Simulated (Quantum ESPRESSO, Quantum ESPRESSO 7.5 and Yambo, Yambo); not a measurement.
# BP (F-43m): G0W0 with Yambo, start to end

How does a plane-wave GW calculation on BP (F-43m) run from the first input to the gap?

Program: Quantum ESPRESSO 7.5 and Yambo 5.3.0. Level of theory: PBE and many-body steps on it, plane waves. Results are calculated unless marked as measured.

Most raw output is cut from this account.

### 1. Set-up

Symmetry: F-43m, No. 216, cubic system. The conventional cell has a = 4.538 Å, b = 4.538 Å, c = 4.538 Å, α = 90.00°, β = 90.00°, γ = 90.00°. Nearest to B lie 4 P at 1.97 Å. Nearest to P lie 4 B at 1.97 Å. Farther neighbours are not listed.

The cell and positions come from the Crystallography Open Database and are kept as given unless a step says otherwise.

### 2. Ground state

This step: Quantum ESPRESSO 7.5; DFT, PBE, plane waves, norm-conserving pseudopotentials.

The ground-state density comes first.

The input, pw.in:

```
&control
  calculation = 'scf'
  prefix = 'x'
  outdir = 'o'
  pseudo_dir = 'pseudo'
/
&system
  ibrav = 0
  nat = 2
  ntyp = 2
  ecutwfc = 68.0
  nbnd = 9
  force_symmorphic = .true.
/
&electrons
  conv_thr = 1e-10
  electron_maxstep = 80
  mixing_beta = 0.5
/
ATOMIC_SPECIES
  B 10.81 B.upf
  P 30.974 P.upf
CELL_PARAMETERS angstrom
  0.0000000000 2.2690000000 2.2690000000
  2.2690000000 0.0000000000 2.2690000000
  2.2690000000 2.2690000000 0.0000000000
ATOMIC_POSITIONS crystal
  B 0.0000000000 0.0000000000 0.0000000000
  P 0.2500000000 0.2500000000 0.2500000000
K_POINTS automatic
  8 8 8 0 0 0
```

Run with:

```sh
> OMP_NUM_THREADS=1 mpirun -n 4 pw.x -nk 4 -in pw.in > pw.out
```

Run time: 2 s. Hardware: 4 MPI ranks of Arm Neoverse V1, shared host; peak memory 0.16 GiB; 7.8 s of CPU time.

This step gave:

- total energy: -269.3040 eV
- gap: 1.281 eV
- k of the valence top: 0, 0, 0
- k of the conduction bottom: 0, 0.375, 0.375
- least direct gap: 3.407 eV

The gap is indirect, with the least direct gap 2.13 eV higher.

### 3. Bands along the symmetry lines

The cheap functional maps the bands first; the places of the edges decide which points the dearer methods must see.

The input, pw.in:

```
&control
  calculation = 'bands'
  prefix = 'x'
  outdir = 'o'
  pseudo_dir = 'pseudo'
/
&system
  ibrav = 0
  nat = 2
  ntyp = 2
  ecutwfc = 68.0
  nbnd = 10
  force_symmorphic = .true.
/
&electrons
  conv_thr = 1e-9
  electron_maxstep = 80
  diago_full_acc = .true.
  diago_thr_init = 5e-6
/
ATOMIC_SPECIES
  B 10.81 B.upf
  P 30.974 P.upf
CELL_PARAMETERS angstrom
  0.0000000000 2.2690000000 2.2690000000
  2.2690000000 0.0000000000 2.2690000000
  2.2690000000 2.2690000000 0.0000000000
ATOMIC_POSITIONS crystal
  B 0.0000000000 0.0000000000 0.0000000000
  P 0.2500000000 0.2500000000 0.2500000000
K_POINTS crystal
  50
  0.00000000 0.00000000 0.00000000 1
  -0.06250000 -0.06250000 0.00000000 1
  -0.12500000 -0.12500000 0.00000000 1
  -0.18750000 -0.18750000 0.00000000 1
  -0.25000000 -0.25000000 0.00000000 1
  -0.31250000 -0.31250000 0.00000000 1
  -0.37500000 -0.37500000 0.00000000 1
  -0.43750000 -0.43750000 0.00000000 1
  -0.50000000 -0.50000000 0.00000000 1
  -0.48437500 -0.48437500 0.03125000 1
  -0.46875000 -0.46875000 0.06250000 1
  -0.45312500 -0.45312500 0.09375000 1
  -0.43750000 -0.43750000 0.12500000 1
  -0.42187500 -0.42187500 0.15625000 1
  -0.40625000 -0.40625000 0.18750000 1
  -0.39062500 -0.39062500 0.21875000 1
  -0.37500000 -0.37500000 0.25000000 1
  -0.37500000 0.00000000 0.37500000 1
  -0.32812500 0.00000000 0.32812500 1
  -0.28125000 0.00000000 0.28125000 1
  -0.23437500 0.00000000 0.23437500 1
  -0.18750000 0.00000000 0.18750000 1
  -0.14062500 0.00000000 0.14062500 1
  -0.09375000 0.00000000 0.09375000 1
  -0.04687500 0.00000000 0.04687500 1
  0.00000000 0.00000000 0.00000000 1
  0.00000000 0.00000000 0.06250000 1
  0.00000000 0.00000000 0.12500000 1
  0.00000000 0.00000000 0.18750000 1
  0.00000000 0.00000000 0.25000000 1
  0.00000000 0.00000000 0.31250000 1
  0.00000000 0.00000000 0.37500000 1
  0.00000000 0.00000000 0.43750000 1
  0.00000000 0.00000000 0.50000000 1
  -0.06250000 -0.03125000 0.46875000 1
  -0.12500000 -0.06250000 0.43750000 1
  -0.18750000 -0.09375000 0.40625000 1
  -0.25000000 -0.12500000 0.37500000 1
  -0.31250000 -0.15625000 0.34375000 1
  -0.37500000 -0.18750000 0.31250000 1
  -0.43750000 -0.21875000 0.28125000 1
  -0.50000000 -0.25000000 0.25000000 1
  -0.50000000 -0.28125000 0.21875000 1
  -0.50000000 -0.31250000 0.18750000 1
  -0.50000000 -0.34375000 0.15625000 1
  -0.50000000 -0.37500000 0.12500000 1
  -0.50000000 -0.40625000 0.09375000 1
  -0.50000000 -0.43750000 0.06250000 1
  -0.50000000 -0.46875000 0.03125000 1
  -0.50000000 -0.50000000 0.00000000 1
```

Elapsed: 1.7 s, on 4 MPI ranks; peak memory 0.05 GiB.

Numbers from this step:

```
gap                        : 1.260 eV
k of the valence top       : 0, 0, 0
k of the conduction bottom : -0.4375, -0.4375, 0
least direct gap           : 3.407 eV
```

The gap is 1.260 eV, −0.021 eV from the run before at this level.

Electronic bands along the path, in eV, zero at the top of the highest filled band; v1 is the highest filled band, c1 the lowest empty one:

```csv
point,v4,v3,v2,v1,c1,c2,c3,c4
Γ,-15.46,0.00,0.00,0.00,3.41,3.41,3.41,7.36
halfway,-13.98,-3.69,-2.73,-2.73,1.82,4.96,7.71,7.71
X,-10.61,-8.58,-4.11,-4.11,1.35,1.67,12.07,12.07
halfway,-10.55,-8.46,-5.05,-3.96,1.65,3.01,11.32,11.62
U,-10.61,-8.16,-6.22,-3.50,2.16,6.00,9.71,10.59
jump to K,-10.61,-8.16,-6.22,-3.50,2.16,6.00,9.71,10.59
halfway,-13.81,-4.91,-3.87,-1.08,4.56,5.09,6.13,8.30
Γ,-15.46,0.00,0.00,0.00,3.41,3.41,3.41,7.36
halfway,-14.35,-4.84,-1.12,-1.12,4.00,4.76,4.76,9.60
L,-12.14,-9.03,-1.76,-1.76,3.78,4.72,4.72,10.13
halfway,-11.48,-8.44,-4.52,-3.11,4.19,5.20,8.29,9.77
W,-10.33,-8.05,-5.67,-5.47,5.33,6.77,7.23,7.45
halfway,-10.48,-8.36,-4.93,-4.86,2.90,3.37,10.21,10.99
X,-10.61,-8.58,-4.11,-4.11,1.35,1.67,12.07,12.07
```

### 4. Empty states on the mesh, 4×4×4 mesh, 101 bands

The sums over transitions need many empty states on a uniform mesh; this step solves for them.

The input, pw.in:

```
&control
  calculation = 'nscf'
  prefix = 'x'
  outdir = 'o'
  pseudo_dir = 'pseudo'
/
&system
  ibrav = 0
  nat = 2
  ntyp = 2
  ecutwfc = 68.0
  nbnd = 101
  force_symmorphic = .true.
/
&electrons
  conv_thr = 1e-9
  electron_maxstep = 80
  diago_full_acc = .true.
  diago_thr_init = 5e-6
/
ATOMIC_SPECIES
  B 10.81 B.upf
  P 30.974 P.upf
CELL_PARAMETERS angstrom
  0.0000000000 2.2690000000 2.2690000000
  2.2690000000 0.0000000000 2.2690000000
  2.2690000000 2.2690000000 0.0000000000
ATOMIC_POSITIONS crystal
  B 0.0000000000 0.0000000000 0.0000000000
  P 0.2500000000 0.2500000000 0.2500000000
K_POINTS automatic
  4 4 4 0 0 0
```

Elapsed: 2.6 s, on 4 MPI ranks; peak memory 0.23 GiB; 10 s of CPU time.

Numbers from this step:

```
gap                                                           : 1.347 eV
k of the valence top                                          : 0, 0, 0
k of the conduction bottom                                    : 0, -0.5, -0.5
least direct gap                                              : 3.407 eV
k points computed                                             : 8
lowest point of the top converged band, above the valence top : 131.7203 eV
```

On this mesh the gap is 1.347 eV. The earlier step found 1.281 eV, so this mesh misses an edge.

### 5. Conversion and set-up

This step: Yambo 5.3.0; conversion and set-up on PBE, plane waves, norm-conserving pseudopotentials.

The states are converted to the many-body program's format and the q mesh is built.

Run with:

```sh
> (cd o/x.save; p2y > p2y.log; mv SAVE ../..); yambo > setup.log
```

The job ended after 2 s (1 MPI rank; peak memory 0.23 GiB).

### 6. Screening and self-energy, 4×4×4 mesh, 101 bands, screening to 210.9 eV

Now the one-shot GW correction: screening in the RPA, then the self-energy of the levels asked for.

This step: G0W0 on PBE, plane waves, norm-conserving pseudopotentials.

The input, gw1.in:

```
HF_and_locXC
gw0
dyson
ppa
em1d
rim_cut
RandQpts= 1000000
RandGvec= 1 RL
EXXRLvcs= 68 Ry
VXCRLvcs= 272 Ry
Chimod= "HARTREE"
% BndsRnXp
 1 | 101 |
%
NGsBlkXp= 15.5 Ry
% LongDrXp
 1 | 1 | 1 |
%
% GbndRnge
 1 | 101 |
%
DysSolver= "n"
ExtendOut
PPAPntXp= 27.21138 eV
% QPkrange
 1 | 1 | 3 | 6 |
 7 | 7 | 3 | 6 |
%
```

Run with:

```sh
> OMP_NUM_THREADS=1 mpirun -n 4 yambo -F gw1.in -J gw1 -C gw1 > gw1.log
```

The job ended after 27 s (4 MPI ranks; peak memory 1.2 GiB; 1.7 min of CPU time).

This step gave:

| Item | Value |
| --- | --- |
| G0W0 gap on the points computed | 2.046 eV |
| starting gap on the mesh | 1.347 eV |
| k of the valence top | 0, 0, 0 |
| k of the conduction bottom | 0, -0.5, -0.5 |
| least direct G0W0 gap on the computed points | 4.275 eV |
| Z at the valence top | 0.7971 |
| Z at the conduction bottom | 0.8098 |

The gap on the mesh goes from 1.35 eV to 2.05 eV, a correction of +0.70 eV. The start differs from the 1.28 eV found before because the two sample other k points.

Limits: finite bands, cutoff and mesh; coarse k mesh. v1 is the top filled band, c1 the lowest empty one. Levels before and after the correction, in eV, zero at the valence-band top of each column:

|  | conduction bottom | valence top |
| --- | --- | --- |
| Kohn-Sham | 1.35 | 0.00 |
| G0W0 | 2.05 | 0.00 |

|  | level | energy (eV) |
| --- | --- | --- |
| Kohn-Sham | Γ v2-v1 | 0.000 |
| Kohn-Sham | Γ c1-c2 | 3.407 |
| Kohn-Sham | (0 -0.5 -0.5) v2-v1 | -4.114 |
| Kohn-Sham | (0 -0.5 -0.5) c1 | 1.347 |
| Kohn-Sham | (0 -0.5 -0.5) c2 | 1.667 |
| G0W0 | Γ v2-v1 | 0.000 |
| G0W0 | Γ c1-c2 | 4.275 |
| G0W0 | (0 -0.5 -0.5) v2-v1 | -4.302 |
| G0W0 | (0 -0.5 -0.5) c1 | 2.046 |
| G0W0 | (0 -0.5 -0.5) c2 | 2.419 |

### 7. Where the time went

Times are wall times on the hardware named with each run, good to a factor of about two.

```
                          step   time  share  memory (GiB)
                  ground state    2 s    6 %          0.16
bands along the symmetry lines  1.7 s    5 %          0.05
      empty states on the mesh  2.6 s    7 %          0.23
         conversion and set-up    2 s    6 %          0.23
     screening and self-energy   27 s   76 %           1.2
```

### 8. Summary of results

| Item | Value |
| --- | --- |
| PBE gap | 1.26 eV, indirect |
| G0W0 gap on the mesh | 2.05 eV |
| G0W0 gap over the zone (rigid shift) | 1.96 eV |
| GW settings | 4×4×4 mesh, 101 bands, screening to 210.9 eV, Godby-Needs plasmon pole |
| known limits | not at the basis limit; coarse k mesh |

G0W0 moves the gap on the mesh from 1.35 eV to 2.05 eV (+0.70 eV), with Z of 0.80 and 0.81 at the edges. The mesh misses the band edges by 0.09 eV in all; a rigid shift gives 1.96 eV for the zone. Only 2 of the mesh's irreducible points were corrected, so a valley elsewhere could overtake. The dearest step here is «screening and self-energy». Bands and cutoff are finite, so the gap is not at the basis limit. The miss can reach some tenths of an eV and take either sign; the mesh is an error of its own. In the G0W0 run levels were corrected at 2 k points alone, so a gap called «on the mesh» is the least over those, and an edge elsewhere would be missed. A denser mesh or path gives a starting gap of 1.26 eV: the GW mesh misses a band edge, so its gaps are not the fundamental one. The 4×4×4 mesh is coarse for this cell, which bears on the long-range parts of exchange and screening.

[Paths, hosts, dates, memory and timing lines, banners, echoed tables and standing remarks are left out of the program output.]

[Logs are printed without paths, hosts, clocks, repeated set-up lines and the standing remarks that a program may print on its own settings, such as how far it seeks lower states.]

[Runs of the session that timed out or met a known fault of the program may be left out.]

[Hosts, paths, dates, database ids (printed as entryN), source tags and the programs' standing remarks are cut or masked in the printed files.]
